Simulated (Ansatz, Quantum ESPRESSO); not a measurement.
**Cu: 3 runs at one level of theory**

```
CELL_PARAMETERS angstrom
1.21846 -3.97638 0.00000
1.21846 3.97638 0.00000
0.00000 0.00000 2.47550
ATOMIC_POSITIONS crystal
Cu 0.86613 0.13387 0.75000
Cu 0.13387 0.86613 0.25000
```

This isn't the form of Cu at room conditions, which is fcc.

Alike in all runs: task band structure; functional PBEsol; k mesh 11 × 11 × 11; occupations fermi-dirac, width 0.05 eV; no spin polarisation; no spin-orbit coupling. Pressure is positive in compression and, in plane waves, holds the error of the finite cutoff, which Ansatz's Pulay term estimates and takes out.

```tsv
program and potentials	plane-wave cutoff (eV)	notes	pressure (GPa)
Quantum ESPRESSO, GBRV 1.5 PBEsol	762	19 valence electrons an atom on average	-1.48
Ansatz, PAW datasets made for the crystal	340	11 valence electrons an atom on average	-1.53
Ansatz, all-electron LAPW, scalar-relativistic	-	-	-1.53
```

The pressure spans -1.53 (Ansatz, PAW datasets made for the crystal) to -1.48 GPa (Quantum ESPRESSO, GBRV 1.5 PBEsol), with all-electron results at -1.53.

The functional is the same throughout but for its coding, so the spread measures potentials, basis and numerics; runs on potential files found faulty are left out.
